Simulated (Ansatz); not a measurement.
The system is MoSe2.

```
Mo Se
1.0
     3.28800    0.00000    0.00000
    -1.64400    2.84749    0.00000
     0.00000    0.00000   12.90000
Mo Se
2 4
Cartesian
  1.6440 0.9492 9.6750
  0.0000 1.8983 3.2250
  1.6440 0.9492 4.8375
  0.0000 1.8983 11.2875
  1.6440 0.9492 1.6125
  0.0000 1.8983 8.0625
```

| Quantity | Value |
| --- | --- |
| Program | Ansatz 0.2.0 |
| Task | relaxation of cell and atoms |
| Functional | RPBE |
| Dispersion | D4 |
| Potentials or basis | Ansatz PAW |
| Cutoff | 420 eV (not typed: the program's choice for these potentials) |
| k mesh | 9 × 9 × 2 |
| Occupations | fermi-dirac, width 0.05 eV |
| Spin | no spin polarisation |

At the start: volume 20.13 Å³/atom.

Question: How do energy, volume and symmetry change on relaxing?

Answer: It ends after 6 steps and the volume is 19.17 Å³/atom (-4.8 %); space group P6_3/mmc (No. 194, to 0.05 Å).

Step by step:
| step | energy change (eV) | largest force (eV/Å) | volume (Å³) |
| --- | --- | --- | --- |
| 1 | 0.0000 | 1.1706 | 120.78 |
| 2 | -0.1822 | 0.0011 | 117.42 |
| 3 | -0.1894 | 0.0053 | 114.21 |
| 4 | -0.1916 | 0.0015 | 115.19 |
| 5 | -0.1917 | 0.0002 | 115.03 |
| 6 | -0.1907 | 0.0002 | 115.03 |

Final structure:
```yaml
crystal:
  lattice:
    - [3.25918, 0.00000, 0.00000]
    - [-1.62959, 2.82253, 0.00000]
    - [0.00000, 0.00000, 12.50460]
  atoms:
    - { symbol: Mo, position: [0.66667, 0.33333, 0.75000] }
    - { symbol: Mo, position: [0.33333, 0.66667, 0.25000] }
    - { symbol: Se, position: [0.66667, 0.33333, 0.38434] }
    - { symbol: Se, position: [0.33333, 0.66667, 0.88434] }
    - { symbol: Se, position: [0.66667, 0.33333, 0.11566] }
    - { symbol: Se, position: [0.33333, 0.66667, 0.61566] }
```

Caveat: the plane-wave basis is chosen anew once the cell has moved, so the energies of steps on either side of that aren't comparable; the PAW data sets come from PBE, with cores solved anew for the run's functional, which leaves a small shift of forces and pressure.
